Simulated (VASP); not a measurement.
# SnSe2 (P-3m1) in VASP: further runs

Aim: see how the results for SnSe2 move with the level of theory and the settings. Levels: rev-vdW-DF2, PBE+D3(BJ). Tasks: band structure.

Everything below comes from runs of VASP 6.6.1. Logs are shortened: lines on timing, memory, paths and dates and some standing lists are left out, and cuts for length are marked.

## 1. Starting point

It takes space group P-3m1 (No. 164, trigonal). Conventional cell: a = 3.866 Å, b = 3.866 Å, c = 6.091 Å, α = 90.00°, β = 90.00°, γ = 120.00°. Around Sn (site symmetry -3m) lie 6 Se at 2.75 Å. Se (site symmetry 3m) is surrounded by 3 Sn at 2.75 Å.

## 2. Band structure, rev-vdW-DF2

INCAR reads:

```
AGGAC = 0.0 ; ALGO = Fast
EDIFF = 1E-6 ; ENCUT = 520
GGA = MK ; ICORELEVEL = 1
ISIF = 2 ; ISMEAR = 0
LASPH = T ; LCHARG = F
LREAL = F ; LUSE_VDW = T
LWAVE = F ; NBANDS = 20
NELM = 80 ; PARAM1 = 0.1234
PARAM2 = 0.711357 ; PREC = Accurate
SIGMA = 0.03 ; ZAB_VDW = -1.8867
```

KPOINTS reads:

```
k-points
0
Gamma
  9 9 5
```

POSCAR reads:

```
SnSe2                                   
1.0
    3.8659338273     -0.0000000000     -0.0000000000
   -1.9329669137      3.3479968999      0.0000000000
   -0.0000000000     -0.0000000000      6.0906674567
  Sn              Se            
     1     2
Direct
     0.0000000000000000    0.0000000000000000    0.0000000000000000
     0.3333333300000021    0.6666666699999979    0.2627495195732146
     0.6666666699999979    0.3333333300000021    0.7372504804267853
```

KPOINTS_OPT reads:

```
explicit points
141
Reciprocal
 0.0000000000  0.0000000000  0.0000000000 1
 0.0357142857  0.0000000000  0.0000000000 1
 0.0714285714  0.0000000000  0.0000000000 1
 0.1071428571  0.0000000000  0.0000000000 1
 0.1428571429  0.0000000000  0.0000000000 1
 0.1785714286  0.0000000000  0.0000000000 1
[... 133 lines left out ...]
 0.5000000000  0.0000000000  0.5000000000 1
 0.5000000000  0.0000000000  0.0000000000 1
```

Potentials or basis: VASP PAW PBE potentials, release 64 (Sn_d, Se).

Command:

```console
> cat potpaw_PBE.64/Sn_d/POTCAR potpaw_PBE.64/Se/POTCAR > POTCAR
> mpirun -np 1 vasp_std > vasp.out
```

OUTCAR:

```text
EDIFF = 1E-6
   ENCUT = 520
   GGA = MK
   ISIF = 2
   ISMEAR = 0
   LASPH = T
   LREAL = F
   NELM = 80
   PREC = Accurate

 ion  position               nearest neighbor table
   1  0.000  0.000  0.000-   2 2.75   3 2.75   2 2.75   3 2.75   3 2.75   2 2.75
   2  0.333  0.667  0.263-   1 2.75   1 2.75   1 2.75
   3  0.667  0.333  0.737-   1 2.75   1 2.75   1 2.75

  LATTYP: Found a hexagonal cell.
 ALAT       =     3.8659338273
 C/A-ratio  =     1.5754712131

  Lattice vectors:

 A1 = (   3.8659338273,   0.0000000000,   0.0000000000)
 A2 = (  -1.9329669137,   3.3479968999,   0.0000000000)
 A3 = (   0.0000000000,   0.0000000000,   6.0906674567)

Analysis of symmetry for initial positions (statically):
=====================================================================
 Subroutine PRICEL returns:
 Original cell was already a primitive cell.

 Routine SETGRP: Setting up the symmetry group for a
 hexagonal supercell.

 Subroutine GETGRP returns: Found 12 space group operations
 (whereof 12 operations were pure point group operations)
 out of a pool of 24 trial point group operations.

The static configuration has the point symmetry D_3d.

Analysis of symmetry for dynamics (positions and initial velocities):
=====================================================================
 Subroutine PRICEL returns:
 Original cell was already a primitive cell.

 Routine SETGRP: Setting up the symmetry group for a
 hexagonal supercell.

 Subroutine GETGRP returns: Found 12 space group operations
 (whereof 12 operations were pure point group operations)
 out of a pool of 24 trial point group operations.

The dynamic configuration has the point symmetry D_3d.

 Subroutine INISYM returns: Found 12 space group operations
 (whereof 12 operations are pure point group operations),
 and found     1 'primitive' translations

----------------------------------------------------------------------------------------

                                     Primitive cell

  volume of cell :      78.8323

  direct lattice vectors                    reciprocal lattice vectors
     3.865933827  0.000000000  0.000000000     0.258669715  0.149343030  0.000000000
    -1.932966914  3.347996900  0.000000000     0.000000000  0.298686059  0.000000000
     0.000000000  0.000000000  6.090667457     0.000000000  0.000000000  0.164185618

  length of vectors
     3.865933827  3.865933824  6.090667457     0.298686059  0.298686059  0.164185618

  position of ions in fractional coordinates (direct lattice)
     0.000000000  0.000000000  0.000000000
     0.333333330  0.666666670  0.262749520
     0.666666670  0.333333330  0.737250480

  ion indices of the primitive-cell ions
   primitive index   ion index
                 1           1
                 2           2
                 3           3

----------------------------------------------------------------------------------------

 KPOINTS: k-points

Automatic generation of k-mesh.
 Grid dimensions read from file:
 generate k-points for:    9    9    5

 Generating k-lattice:

  Cartesian coordinates                     Fractional coordinates (reciprocal lattice)
     0.028741079  0.016593670  0.000000000     0.111111111  0.000000000  0.000000000
     0.000000000  0.033187340  0.000000000     0.000000000  0.111111111  0.000000000
     0.000000000  0.000000000  0.032837124     0.000000000  0.000000000  0.200000000

  Length of vectors
     0.033187340  0.033187340  0.032837124

  Shift w.r.t. Gamma in fractional coordinates (k-lattice)
     0.000000000  0.000000000  0.000000000

 Subroutine IBZKPT returns following result:
 ===========================================

 Found     50 irreducible k-points:

 Following reciprocal coordinates:
            Coordinates               Weight
  0.000000  0.000000  0.000000      1.000000
  0.111111  0.000000  0.000000      6.000000
  0.222222  0.000000  0.000000      6.000000
  0.333333  0.000000  0.000000      6.000000
  0.444444  0.000000  0.000000      6.000000
  0.111111  0.111111  0.000000      6.000000
[... 16 lines left out ...]
  0.222222  0.111111  0.200000     12.000000
 -0.111111  0.333333  0.200000     12.000000
 [... further k-points ...]
   k-points           NKPTS =     50   k-points in BZ     NKDIM =     50   number of bands    NBANDS=     20
   number of dos      NEDOS =    301   number of ions     NIONS =      3
   total plane-waves  NPLWV =  43200
   dimension x,y,z NGX =    30 NGY =   30 NGZ =   48
   dimension x,y,z NGXF=    60 NGYF=   60 NGZF=   96
   ions per type =               1   2
   NGX,Y,Z   is equivalent  to a cutoff of  12.90, 12.90, 13.10 a.u.
   NGXF,Y,Z  is equivalent  to a cutoff of  25.80, 25.80, 26.20 a.u.
 SYSTEM =  unknown system
   PREC   = accura    normal or accurate (medium, high low for compatibility)
   ISTART =      0    job   : 0-new  1-cont  2-samecut
   ICHARG =      2    charge: 1-file 2-atom 10-const
   ISPIN  =      1    spin polarized calculation?
   LNONCOLLINEAR =      F non collinear calculations
   LSORBIT =      F    spin-orbit coupling
   LASPH  =      T    aspherical Exc in radial PAW
   ENCUT  =  520.0 eV  38.22 Ry    6.18 a.u.   7.19  7.19 11.32*2*pi/ulx,y,z
   NELM   =     80;   NELMIN=  2; NELMDL= -5     # of ELM steps
   EDIFF  = 0.1E-05   stopping-criterion for ELM
   LREAL  =      F    real-space projection
   EDIFFG = 0.1E-04   stopping-criterion for IOM
   NSW    =      0    number of steps for IOM
   IBRION =     -1    ionic relax: 0-MD 1-quasi-New 2-CG
   NFREE  =      0    steps in history (QN), initial steepest desc. (CG)
   ISIF   =      2    stress and relaxation
   ISYM   =      2    0-nonsym 1-usesym 2-fastsym
   POTIM  = 0.5000    time-step for ionic-motion
   TEBEG  =    0.0;   TEEND  =   0.0 temperature during run
   PSTRESS=    0.0 pullay stress
   NELECT =      26.0000    total number of electrons
   NUPDOWN=      -1.0000    fix difference up-down
   EMIN   =  10.00;   EMAX   =-10.00  energy-range for DOS
   EFERMI =   0.00;   METHOD = LEGACY
   ISMEAR =     0;   SIGMA  =   0.03  broadening in eV -4-tet -1-fermi 0-gaus
   EFERMI_NEDOS =   21; number of points for ismear=-14 and -15
   IALGO  =     68    algorithm
   IMIX   =      4    mixing-type and parameters
     AMIX     =   0.40;   BMIX     =  1.00
     AMIX_MAG =   1.60;   BMIX_MAG =  1.00
  volume/ion in A,a.u.               =      26.28       177.33
  Fermi-wavevector in a.u.,A,eV,Ry     =   1.131092  2.137453 17.406865  1.279369
  Thomas-Fermi vector in A             =   2.267790
   LORBIT       =      0    0 simple, 1 ext, 2 COOP (PROOUT), +10 PAW based schemes
   GGA     = MK    functional components
   LHFCALC =     F    Hartree Fock is set to
   AEXX    =    0.0000 exact exchange contribution
   IVDW_NL    =     1    kernel type
   BPARAM     = 6.3000
   IVDW    =     0    specifies the selected vdW correction
   LEPSILON=     F    determine dielectric tensor
   LRPA    =     F    only Hartree local field effects (RPA)
 non-spin polarized calculation
 RMM-DIIS sequential band-by-band and
 Gauss-broadening in eV      SIGMA  =   0.03
  energy-cutoff  :      520.00
  volume of cell :       78.83
 maximum number of plane-waves:      2145
 NGX is ok and might be reduce to    30
   NGX = 15   NGY = 15   NGZ = 23

 number of electron      26.0000001 magnetization

 Free energy of the ion-electron system (eV)
  ---------------------------------------------------
  ext. energy  EPLUGINS =         0.00000000
  ---------------------------------------------------
  free energy    TOTEN  =        -6.23770550 eV

  energy without entropy =       -6.23770550  energy(sigma->0) =       -6.23770550

 the core state eigenenergies are
   1-  1s -28998.3958  2s  -4369.8445  2p  -3921.4673  3s   -836.0904  3p   -689.6378
       3d   -464.3468  4s   -125.0234  4p    -80.8040
   2-  1s -12492.5859  2s  -1596.1127  2p  -1402.4600  3s   -202.8115  3p   -142.2838
       3d    -42.4724
   3-  1s -12492.5859  2s  -1596.1127  2p  -1402.4600  3s   -202.8115  3p   -142.2838
       3d    -42.4724

 E-fermi :   4.2086     XC(G=0):  -9.5281

 val. band max:        3.9876351128   @ k =   0.1111   0.1111   0.0000
 cond. band min:       4.3850425695   @ k =   0.0000   0.4444   0.4000
 fundamental gap:      0.3974074567
 Fermi energy:         4.2085912390

 k-point     1 :       0.0000    0.0000    0.0000
  band No.  band energies     occupation
      1     -17.3158      2.00000
      2     -17.3158      2.00000
      3     -17.2811      2.00000
      4     -17.2719      2.00000
      5     -17.2719      2.00000
      6      -9.7642      2.00000
[... 12 lines left out ...]
     19      12.9235      0.00000
     20      12.9976      0.00000

 k-point     2 :       0.1111    0.0000    0.0000
  band No.  band energies     occupation
      1     -17.3200      2.00000
      2     -17.3119      2.00000
      3     -17.2784      2.00000
      4     -17.2743      2.00000
      5     -17.2715      2.00000
      6      -9.6509      2.00000
[... 12 lines left out ...]
     19      12.2142      0.00000
     20      13.0226      0.00000

 k-point     3 :       0.2222    0.0000    0.0000
  band No.  band energies     occupation
      1     -17.3322      2.00000
      2     -17.3036      2.00000
      3     -17.2815      2.00000
      4     -17.2691      2.00000
      5     -17.2690      2.00000
      6      -9.3262      2.00000
[... 12 lines left out ...]
     19      11.9231      0.00000
     20      13.3634      0.00000

 k-point     4 :       0.3333    0.0000    0.0000
  band No.  band energies     occupation
      1     -17.3475      2.00000
      2     -17.2979      2.00000
      3     -17.2876      2.00000
      4     -17.2622      2.00000
      5     -17.2591      2.00000
      6      -8.8495      2.00000
[... 153 lines left out ...]
 k-point    11 :       0.3333    0.2222    0.0000
  band No.  band energies     occupation
      1     -17.3423      2.00000
      2     -17.3126      2.00000
      3     -17.2809      2.00000
      4     -17.2651      2.00000
      5     -17.2528      2.00000
      6      -8.1720      2.00000
[... 12 lines left out ...]
     19      12.1957      0.00000
     20      13.6890      0.00000

 k-point    12 :       0.3333    0.3333    0.0000
  band No.  band energies     occupation
      1     -17.3281      2.00000
      2     -17.3281      2.00000
      3     -17.2716      2.00000
      4     -17.2716      2.00000
      5     -17.2543      2.00000
      6      -7.8874      2.00000
[... 12 lines left out ...]
     19      12.3566      0.00000
     20      12.3566      0.00000

 k-point    13 :       0.0000    0.0000    0.2000
  band No.  band energies     occupation
      1     -17.3158      2.00000
      2     -17.3158      2.00000
      3     -17.2811      2.00000
      4     -17.2719      2.00000
      5     -17.2719      2.00000
      6      -9.6906      2.00000
      7      -8.3051      2.00000

------------------------ aborting loop because EDIFF is reached ----------------------------------------

  FORCE on cell =-STRESS in cart. coord.  units (eV):
  Direction    XX          YY          ZZ          XY          YZ          ZX
  --------------------------------------------------------------------------------------
  -------------------------------------------------------------------------------------
  Total        0.0072050      0.0072050      0.0058388     -0.0000000      0.0000000      0.0000000
  in kB        0.1464328      0.1464328      0.1186678     -0.0000000      0.0000000      0.0000000
  external PRESSURE =       0.1371778 kB  Pullay stress =       0.0000000 kB

 VOLUME and BASIS-vectors are now :
 -----------------------------------------------------------------------------
  energy-cutoff  :      520.00
  volume of cell :       78.83
      direct lattice vectors                 reciprocal lattice vectors
     3.865933827  0.000000000  0.000000000     0.258669715  0.149343030  0.000000000
    -1.932966914  3.347996900  0.000000000     0.000000000  0.298686059  0.000000000
     0.000000000  0.000000000  6.090667457     0.000000000  0.000000000  0.164185618

 POSITION                                       TOTAL-FORCE (eV/Angst)
 -----------------------------------------------------------------------------------
      0.00000      0.00000      0.00000        -0.000000      0.000000      0.000000
     -0.00000      2.23200      1.60032        -0.000000      0.000000     -0.000843
      1.93297      1.11600      4.49035         0.000000     -0.000000      0.000843
 -----------------------------------------------------------------------------------
    total drift:                                0.000000      0.000000      0.000000

  FREE ENERGIE OF THE ION-ELECTRON SYSTEM (eV)
  ---------------------------------------------------
  free  energy   TOTEN  =        -6.2377055000 eV

  energy  without entropy=       -6.2377055000  energy(sigma->0) =       -6.23770550

Total vdW correction in eV:      4.1358022
```

Run time: 1.9 min. Hardware: 1 thread of Intel Xeon 6975P-C (Granite Rapids), shared host; peak memory 0.49 GiB.

Results:

```yaml
Free_energy: -6.2377 eV
Pressure: 0.0 GPa
Band_gap_on_the_k_mesh: 0.40 eV, indirect (least direct gap 0.67 eV)
Band_gap_along_the_path: 0.38 eV, indirect (least direct gap 0.67 eV)
```

Levels at the corners of the path, in eV from the valence-band top:
```csv
point,band 10,band 11,band 12,band 13,band 14,band 15,band 16,band 17
Γ,-0.70,-0.51,-0.51,-0.14,0.53,2.87,4.39,4.39
M,-3.10,-2.58,-1.58,-0.37,1.02,3.45,4.86,5.07
M,-3.10,-2.58,-1.58,-0.37,1.02,3.45,4.86,5.07
K,-3.50,-3.21,-1.85,-1.85,0.73,6.07,6.07,6.68
K,-3.50,-3.21,-1.85,-1.85,0.73,6.07,6.07,6.68
Γ,-0.70,-0.51,-0.51,-0.14,0.53,2.87,4.39,4.39
Γ,-0.70,-0.51,-0.51,-0.14,0.53,2.87,4.39,4.39
A,-0.85,-0.85,-0.27,-0.27,2.21,2.70,4.05,4.05
A,-0.85,-0.85,-0.27,-0.27,2.21,2.70,4.05,4.05
L,-2.32,-2.01,-1.05,-0.92,0.52,3.86,4.49,5.79
L,-2.32,-2.01,-1.05,-0.92,0.52,3.86,4.49,5.79
H,-4.17,-3.72,-0.41,-0.41,2.05,4.15,4.15,5.59
H,-4.17,-3.72,-0.41,-0.41,2.05,4.15,4.15,5.59
A,-0.85,-0.85,-0.27,-0.27,2.21,2.70,4.05,4.05
L,-2.32,-2.01,-1.05,-0.92,0.52,3.86,4.49,5.79
M,-3.10,-2.58,-1.58,-0.37,1.02,3.45,4.86,5.07
K,-3.50,-3.21,-1.85,-1.85,0.73,6.07,6.07,6.68
H,-4.17,-3.72,-0.41,-0.41,2.05,4.15,4.15,5.59
```

Core levels (eV, on the scale of the bands):
```csv
atom,levels
1 Sn,"1s -28998.4, 2s -4369.8, 2p -3921.5, 3s -836.1, 3p -689.6, 3d -464.3, 4s -125.0, 4p -80.8"
2 Se,"1s -12492.6, 2s -1596.1, 2p -1402.5, 3s -202.8, 3p -142.3, 3d -42.5"
3 Se,"1s -12492.6, 2s -1596.1, 2p -1402.5, 3s -202.8, 3p -142.3, 3d -42.5"
```

Caveat: the PAW data sets were made with another functional, which shifts forces and pressure a little; spin-orbit coupling is left out, which moves the levels of the heavy elements.

## 3. Band structure, PBE+D3(BJ)

This run uses another cell than the first one, of 25.58 Å³/atom, 0.974 times its volume.

INCAR reads:

```
PREC = Accurate ; ENCUT = 520
EDIFF = 1E-6 ; ISMEAR = 0
SIGMA = 0.03 ; LREAL = False
LASPH = True ; NELM = 80
ALGO = Normal ; ISIF = 2
LWAVE = False ; LCHARG = False
GGA = PE ; IVDW = 12
NBANDS = 20 ; ICORELEVEL = 1
```

KPOINTS reads:

```
Automatic mesh
0
Gamma
  9 9 5
```

POSCAR reads:

```
SnSe2                                   
1.0
    3.8408445562      0.0000000000      0.0000000000
   -1.9204222780      3.3262689537      0.0000000000
    0.0000000000      0.0000000000      6.0073285802
  Sn              Se            
     1     2
Direct
     0.0000000000000000    0.0000000000000000    1.0000000000000000
     0.3333333300000021    0.6666666699999979    0.2655066011525558
     0.6666666699999979    0.3333333300000021    0.7344933988474442
```

KPOINTS_OPT reads:

```
explicit points
186
Reciprocal
 0.0000000000  0.0000000000  0.0000000000 1
 0.0263157895  0.0000000000  0.0000000000 1
 0.0526315789  0.0000000000  0.0000000000 1
 0.0789473684  0.0000000000  0.0000000000 1
 0.1052631579  0.0000000000  0.0000000000 1
 0.1315789474  0.0000000000  0.0000000000 1
[... 178 lines left out ...]
 0.5000000000  0.0000000000  0.5000000000 1
 0.5000000000  0.0000000000  0.0000000000 1
```

Potentials or basis: VASP PAW PBE potentials, release 64 (Sn_d, Se).

Command:

```console
> cat potpaw_PBE.64/Sn_d/POTCAR potpaw_PBE.64/Se/POTCAR > POTCAR
> mpirun -np 1 vasp_std > vasp.out
```

Run time: 86 s. Hardware: 1 thread of AMD EPYC 9R45 (Zen 5), shared host; peak memory 0.25 GiB.

It converged, with:

```yaml
Free_energy: -12.8977 eV
Pressure: 0.0 GPa
Largest_force: 0.005 eV/Å
Band_gap_on_the_k_mesh: 0.43 eV, indirect (least direct gap 0.81 eV)
Band_gap_along_the_path: 0.42 eV, indirect (least direct gap 0.81 eV)
Dispersion_energy_per_atom: -0.364 eV
```

Forces in eV/Å, atoms in the order of the input:
```
Sn   0.000  0.000  0.000
Se   0.000  0.000 -0.005
Se   0.000  0.000  0.005
```

Levels at the corners of the path, in eV from the valence-band top:
| point | band 10 | band 11 | band 12 | band 13 | band 14 | band 15 | band 16 | band 17 |
| --- | --- | --- | --- | --- | --- | --- | --- | --- |
| Γ | -0.75 | -0.58 | -0.58 | -0.14 | 0.66 | 2.89 | 4.45 | 4.45 |
| M | -3.27 | -2.69 | -1.71 | -0.41 | 1.08 | 3.47 | 4.85 | 4.97 |
| M | -3.27 | -2.69 | -1.71 | -0.41 | 1.08 | 3.47 | 4.85 | 4.97 |
| K | -3.60 | -3.32 | -2.00 | -2.00 | 0.72 | 6.18 | 6.18 | 6.81 |
| K | -3.60 | -3.32 | -2.00 | -2.00 | 0.72 | 6.18 | 6.18 | 6.81 |
| Γ | -0.75 | -0.58 | -0.58 | -0.14 | 0.66 | 2.89 | 4.45 | 4.45 |
| Γ | -0.75 | -0.58 | -0.58 | -0.14 | 0.66 | 2.89 | 4.45 | 4.45 |
| A | -0.92 | -0.92 | -0.32 | -0.32 | 2.36 | 2.74 | 4.06 | 4.06 |
| A | -0.92 | -0.92 | -0.32 | -0.32 | 2.36 | 2.74 | 4.06 | 4.06 |
| L | -2.40 | -2.08 | -1.13 | -1.02 | 0.58 | 3.86 | 4.49 | 5.71 |
| L | -2.40 | -2.08 | -1.13 | -1.02 | 0.58 | 3.86 | 4.49 | 5.71 |
| H | -4.35 | -3.88 | -0.43 | -0.43 | 2.17 | 4.15 | 4.15 | 5.63 |
| H | -4.35 | -3.88 | -0.43 | -0.43 | 2.17 | 4.15 | 4.15 | 5.63 |
| A | -0.92 | -0.92 | -0.32 | -0.32 | 2.36 | 2.74 | 4.06 | 4.06 |
| L | -2.40 | -2.08 | -1.13 | -1.02 | 0.58 | 3.86 | 4.49 | 5.71 |
| M | -3.27 | -2.69 | -1.71 | -0.41 | 1.08 | 3.47 | 4.85 | 4.97 |
| K | -3.60 | -3.32 | -2.00 | -2.00 | 0.72 | 6.18 | 6.18 | 6.81 |
| H | -4.35 | -3.88 | -0.43 | -0.43 | 2.17 | 4.15 | 4.15 | 5.63 |

Core levels (eV, on the scale of the bands):
```
atom                                                                                     levels
1 Sn  1s -28998.3, 2s -4369.7, 2p -3921.3, 3s -836.0, 3p -689.5, 3d -464.2, 4s -125.0, 4p -80.7
2 Se                        1s -12492.6, 2s -1596.1, 2p -1402.5, 3s -202.8, 3p -142.3, 3d -42.5
3 Se                        1s -12492.6, 2s -1596.1, 2p -1402.5, 3s -202.8, 3p -142.3, 3d -42.5
```

Caveat: spin-orbit coupling is left out, which moves the levels of the heavy elements.
